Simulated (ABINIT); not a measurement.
Pb:

```
Pb
1.0
     0.00000    2.47502    2.47502
     2.47502    0.00000    2.47502
     2.47502    2.47502    0.00000
Pb
1
Direct
  0.00000 0.00000 0.00000
```

Base run:

| Property | Result |
| --- | --- |
| Program | ABINIT 10.8.3 (patched build) |
| Functional | r2SCAN |
| Potentials or basis | JTH PAW PBE v2.0 |
| Cutoff | 707 eV |
| k mesh | 9 × 9 × 9 |
| Occupations | fermi-dirac, width 0.05 eV |
| Spin | no spin polarisation |

Its results: band gap on the k mesh none (metal or under the smearing width); pressure 0.9 GPa.

Q: After a change of settings the same cell gave: band gap on the k mesh none (metal or under the smearing width); pressure 5.6 GPa. Which change was it?
A. functional from r2SCAN to AM05
B. functional from r2SCAN to SCAN
C. functional from r2SCAN to PBEsol
D. functional from r2SCAN to BLYP

A: D.

Caveats: the PAW data sets were made with another functional, which shifts forces and pressure a little.

Runs at the PBE level aren't shown here.
